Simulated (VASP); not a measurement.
# FeS2: optical spectrum with PBE

**Measured values to compare with.**

“Synthetic control over polymorph formation in the d-band semiconductor system FeS2”, 2021, pmc:8549780 reports, for a bulk crystal of FeS2: band gap 0.87 eV.

FeS2:

```xyz
12
Lattice="5.4178 0.0000 0.0000 0.0000 5.4178 0.0000 0.0000 0.0000 5.4178" Properties=species:S:1:pos:R:3 pbc="T T T"
Fe    0.0000    0.0000    0.0000
Fe    2.7089    0.0000    2.7089
Fe    2.7089    2.7089    0.0000
Fe    0.0000    2.7089    2.7089
S     2.0849    2.0849    2.0849
S     0.6240    3.3329    4.7938
S     4.7938    0.6240    3.3329
S     3.3329    4.7938    0.6240
S     3.3329    3.3329    3.3329
S     4.7938    2.0849    0.6240
S     0.6240    4.7938    2.0849
S     2.0849    0.6240    4.7938
```

- Program: VASP 6.6.1
- Task: optical spectrum
- Functional: PBE
- Potentials or basis: VASP PAW PBE potentials, release 64 (Fe, S)
- Cutoff: 420 eV
- k mesh: 6 × 6 × 6
- Occupations: gaussian, width 0.02 eV
- Spin: no spin polarisation
- Further INCAR settings: ALGO = Normal; EDIFF = 1e-06; NBANDS = 88

```
Pressure               : -1.0 GPa
Largest force          : 0.235 eV/Å
Band gap on the k mesh : 0.62 eV, indirect (least direct gap 0.66 eV)
```

Forces in eV/Å, atoms in the order of the input:
```
Fe   0.000  0.000  0.000
Fe   0.000  0.000  0.000
Fe   0.000  0.000  0.000
Fe   0.000  0.000  0.000
S   -0.136 -0.136 -0.136
S    0.136  0.136 -0.136
S   -0.136  0.136  0.136
S    0.136 -0.136  0.136
S    0.136  0.136  0.136
S   -0.136 -0.136  0.136
S    0.136 -0.136 -0.136
S   -0.136  0.136 -0.136
```

Levels at points of the mesh, in eV from the valence-band top:
```tsv
k point	band 36	band 37	band 38	band 39	band 40	band 41	band 42	band 43	band 44	band 45
(0.00, 0.00, 0.00)	-0.31	-0.30	-0.30	-0.30	-0.04	0.62	1.53	1.53	1.53	3.16
(0.50, 0.00, 0.00)	-0.36	-0.14	-0.14	-0.01	-0.01	1.55	1.55	1.72	1.72	2.37
(0.50, 0.50, 0.00)	-0.39	-0.12	-0.12	-0.12	-0.12	1.85	1.85	1.85	1.85	1.88
(0.50, 0.50, 0.50)	-0.99	-0.34	-0.34	-0.34	-0.34	1.43	1.43	1.43	1.43	2.42
```

Dielectric function (mean over the directions given):
```tsv
energy (eV)	real part	imaginary part
0.33	20.84	0.20
0.82	22.86	0.72
1.32	28.89	3.50
1.81	32.83	21.22
2.31	13.41	27.79
2.80	3.86	18.64
3.30	5.81	16.83
3.79	-0.68	14.98
4.28	-1.45	10.81
4.78	0.96	9.92
5.35	0.46	10.08
5.85	-1.45	8.20
6.34	-0.24	5.91
6.84	0.99	7.11
7.33	-0.13	7.97
7.83	-0.78	5.47
8.32	0.84	4.77
8.81	1.29	5.49
9.31	0.31	7.90
9.80	-1.50	6.63
10.38	-2.23	5.48
10.87	-2.40	5.18
11.37	-2.56	4.18
11.86	-2.57	3.88
12.36	-2.41	3.12
12.85	-2.02	2.72
13.35	-1.82	2.51
13.84	-1.93	2.42
14.33	-2.05	2.21
14.83	-1.94	1.76
15.41	-1.72	1.48
15.90	-1.63	1.41
16.39	-1.49	1.13
16.89	-1.40	1.16
17.38	-1.36	0.92
17.88	-1.29	0.70
18.37	-1.13	0.54
18.87	-1.00	0.46
19.36	-0.92	0.38
19.94	-0.73	0.28
```

Run time: 3.5 min on 1 thread of Intel(R) Xeon(R) Platinum 8259CL CPU @ 2.50GHz (Skylake/Cascade Lake), with other jobs on the host, peak memory 0.52 GiB.

Against the measured gap of FeS2, 0.87 eV (“Synthetic control over polymorph formation in the d-band semiconductor system FeS2”, 2021, pmc:8549780), the calculated 0.62 eV is off by -0.25 eV. The value is that of PBE on a finite k mesh, which can miss the band edges, without temperature or zero-point motion. Semilocal functionals fall short of measured gaps as a rule.

Caveat: independent-particle spectra lack excitons. Spin polarisation is off, so any magnetic state and its effect on volume and gap are missing.
